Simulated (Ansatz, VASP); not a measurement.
## Two plane-wave programs on H2C7

```
C H
1.0
     5.05083    0.00000    0.00000
     0.00000    5.05083    0.00000
     0.00000    0.00000   18.85962
C H
28 8
Direct
  0.50000 0.50000 0.24669
  0.50000 0.00000 0.24669
  0.00000 0.50000 0.24669
  0.00000 0.00000 0.24669
  0.75000 0.50000 0.29403
  0.75000 0.00000 0.29403
  0.25000 0.50000 0.29403
  0.25000 0.00000 0.29403
  0.75000 0.75000 0.34137
  0.75000 0.25000 0.34137
  0.25000 0.75000 0.34137
  0.25000 0.25000 0.34137
  0.00000 0.75000 0.39270
  0.00000 0.25000 0.39270
  0.50000 0.75000 0.38531
  0.50000 0.25000 0.38531
  0.00000 0.00000 0.44310
  0.00000 0.50000 0.44310
  0.50000 0.00000 0.42974
  0.50000 0.50000 0.42974
  0.26826 0.00000 0.48591
  0.26826 0.50000 0.48591
  0.73174 0.00000 0.48591
  0.73174 0.50000 0.48591
  0.36333 0.25000 0.52193
  0.36333 0.75000 0.52193
  0.63667 0.25000 0.52193
  0.63667 0.75000 0.52193
  0.50000 0.64230 0.20671
  0.50000 0.35770 0.20671
  0.50000 0.14230 0.20671
  0.50000 0.85770 0.20671
  0.00000 0.35778 0.20665
  0.00000 0.64222 0.20665
  0.00000 0.85778 0.20665
  0.00000 0.14222 0.20665
```

Alike in both runs: functional PBE; k mesh 5 × 5 × 1; occupations gaussian, width 0.05 eV; no spin polarisation.

Ansatz relaxed the structure, and its values are those at the end. VASP's run is a single point on that final structure, the one shown.

|  | VASP | Ansatz |
| --- | --- | --- |
| version | VASP 6.6.1 | Ansatz 0.2.0 |
| potentials or method | VASP PAW PBE potentials, release 64 (C, H) | scalar-relativistic, plane waves, PAW |
| plane-wave cutoff (eV) | 520 | 420 |
| valence electrons in the cell | 120 | 120 |

|  | VASP | Ansatz | Ansatz less VASP |
| --- | --- | --- | --- |
| gap on the k mesh at the Fermi level (eV) | 1.31 | 1.31 | -0.003 |
| least direct gap on the mesh (eV) | 1.33 | 1.33 | -0.002 |
| rms of the force components (eV/Å) | 0.495 | 0.490 | -0.0046 |

The functional is the same, so the differences come from potentials, cutoffs and numerics.

Expect the measured gap to be larger: semilocal functionals such as PBE lack the derivative discontinuity.
